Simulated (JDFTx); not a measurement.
**InAs under changes of volume**

One of the cells (23.821 Å³/atom); the others are scaled copies at fixed shape and fractional positions:

```xyz
2
Lattice="0.0000 2.8773 2.8773 2.8773 0.0000 2.8773 2.8773 2.8773 0.0000" Properties=species:S:1:pos:R:3 pbc="T T T"
In    2.8773    2.8773    2.8773
As    0.0000    0.0000    0.0000
```

Measurements of this composition are mostly on another form, of space group No. 216.

| Quantity | Value |
| --- | --- |
| Program | JDFTx 1.7.0 (patched build) |
| Functional | PBEsol |
| Potentials or basis | PseudoDojo-SR-PBEsol-0.4.1-standard with smoothed tails |
| Cutoff | 1143 eV |
| Density cutoff | 9143 eV |
| k mesh | 8 × 8 × 8 |
| Occupations | fermi-dirac, width 0.05 eV |
| Spin | no spin polarisation |

| volume (Å³/atom) | energy over the lowest point (meV/atom) | pressure (GPa) |
| --- | --- | --- |
| 22.392 | ? | ? |
| 22.868 | 0.00 | -0.7 |
| 23.344 | 4.10 | -2.0 |
| 23.821 | 11.93 | -3.2 |
| 24.297 | 23.08 | -4.2 |
| 24.774 | 37.16 | -5.2 |
| 25.250 | 53.80 | -6.0 |

Question: What does the run at 22.392 Å³/atom give?

Answer: Energy over the lowest point 0.14 meV/atom; pressure 0.8 GPa.

Worked out: A Birch-Murnaghan fit of order 3 (a polynomial in V^(-2/3)) to the other rows has its minimum at 22.64 Å³/atom, just outside them, with B0 = V·E''(V) = 72 GPa and B' = 4.8. It gives 0.13 meV/atom at 22.392 Å³/atom, against the run's 0.14, and -dE/dV = 0.8 GPa, against 0.8.

Energies are extrapolated to zero smearing.
